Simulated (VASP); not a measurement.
The system is C.

```xyz
2
Lattice="0.0000 1.7834 1.7834 1.7834 0.0000 1.7834 1.7834 1.7834 0.0000" Properties=species:S:1:pos:R:3 pbc="T T T"
C     2.6751    2.6751    2.6751
C     1.7834    1.7834    1.7834
```

This isn't the form of C at room conditions, which is graphite.

Base run:

- Program: VASP 6.6.1
- Functional: SCAN
- Potentials or basis: VASP PAW PBE potentials, release 64 (C)
- Cutoff: 520 eV
- k mesh: 13 × 13 × 13
- Occupations: fermi-dirac, width 0.05 eV
- Spin: no spin polarisation

Its results: band gap on the k mesh 4.54 eV, indirect (least direct gap 6.13 eV); pressure -4.2 GPa.

**Question.** The run is repeated on the same cell with these changes: functional from SCAN to TPSSh; k mesh from 13 × 13 × 13 to 7 × 7 × 7. What comes out?

**Answer.** Band gap on the k mesh 5.03 eV, indirect (least direct gap 6.64 eV); pressure -2.1 GPa.

Several settings changed at once, so the effect can't be laid on one alone.

Caveats: some runs use coarse meshes; the PAW data sets were made with another functional, which shifts forces and pressure a little; the mesh misses the band edges, which the band path finds closer together (some runs).
